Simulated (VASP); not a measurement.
**GaP: single point with PBE**

**The experiment to reproduce.**

From “Stacking defects in GaP nanowires: Electronic structure and optical properties”, 2018, arxiv:1810.01194, for a bulk crystal of GaP at 10 K: band gap 2.34 eV (indirect).

The system is GaP.

```
Ga P
1.0
     0.00000    2.72525    2.72525
     2.72525    0.00000    2.72525
     2.72525    2.72525    0.00000
Ga P
1 1
Direct
  0.00000 0.00000 0.00000
  0.75000 0.75000 0.75000
```

```
Program             : VASP 6.6.1
Task                : single point
Functional          : PBE
Potentials or basis : VASP PAW PBE potentials, release 64 (Ga_d, P)
Cutoff              : 520 eV
k mesh              : 8 × 8 × 8
Occupations         : gaussian, width 0.018 eV
Spin                : no spin polarisation
```

The pressure is 2.4 GPa and the band gap on the k mesh is 1.64 eV, indirect (least direct gap 1.83 eV).

Levels at points of the mesh, in eV from the valence-band top:
```
           k point  band 7  band 8  band 9  band 10  band 11  band 12
(0.00, 0.00, 0.00)    0.00    0.00    0.00     1.83     3.89     3.89
(0.50, 0.00, 0.00)   -6.63   -1.12   -1.12     1.67     4.72     4.72
(0.50, 0.50, 0.00)   -6.75   -2.68   -2.68     1.65     1.82    10.60
```

Run time: 10 s on 1 thread of Intel(R) Xeon(R) Platinum 8488C (Sapphire Rapids) (shared host), peak memory 0.17 GiB.

Against the measured gap of GaP, 2.34 eV (indirect; 10 K; quoted in “Stacking defects in GaP nanowires: Electronic structure and optical properties”, 2018, arxiv:1810.01194), the calculated 1.64 eV is off by -0.70 eV. Spin-orbit coupling on Ga is left out. The value is that of PBE on a finite k mesh, which can miss the band edges, without temperature or zero-point motion. Semilocal functionals fall short of measured gaps as a rule.
